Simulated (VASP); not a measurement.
Wanted: the native input for a VASP 6.6.1 run.

```
Task                   : optical spectrum
Functional             : PBE
Potentials or basis    : VASP PAW PBE potentials, release 64 (Cd, O)
Cutoff                 : 520 eV
k mesh                 : 12 × 12 × 12
Occupations            : gaussian, width 0.03 eV
Spin                   : no spin polarisation
Further INCAR settings : ALGO = Normal; EDIFF = 1e-06; NBANDS = 33
```

The structure of CdO (Monteponite) lies in POSCAR:

```
CdO                                     
1.0
    0.0000000000      2.3523961160      2.3523961160
    2.3523961160      0.0000000000      2.3523961160
    2.3523961160      2.3523961160      0.0000000000
  Cd              O             
     1     1
Direct
     0.0000000000000000    0.0000000000000000    0.0000000000000000
     0.5000000000000000    0.5000000000000000    0.5000000000000000
```

One way to write it, as run:

INCAR

```
PREC = Accurate
ENCUT = 520
EDIFF = 1E-6
ISMEAR = 0
SIGMA = 0.03
LREAL = F
LASPH = T
NELM = 80
ALGO = Normal
ISIF = 2
LWAVE = F
LCHARG = F
GGA = PE
LOPTICS = T
NBANDS = 33
NEDOS = 1000
CSHIFT = 0.1
```

KPOINTS

```
regular mesh
0
Gamma
  12 12 12
```

Potentials or basis: VASP PAW PBE potentials, release 64 (Cd, O).

Command:

```bash
$ cat potpaw_PBE.64/Cd/POTCAR potpaw_PBE.64/O/POTCAR > POTCAR
$ mpirun -np 1 vasp_std > vasp.out
```

Results of the run:

* Pressure: 7.0 GPa
* Band gap on the k mesh: none (metal or under the smearing width)

Caveat: independent-particle spectra lack excitons; the intraband (Drude) part of a metal's response may be missing; this crystal is a semiconductor, whose small gap the functional closes, so the metal is an error of the method.

Run time: 38 s on 1 thread of Intel(R) Xeon(R) Platinum 8488C (Sapphire Rapids), on a shared host, peak memory 0.23 GiB.
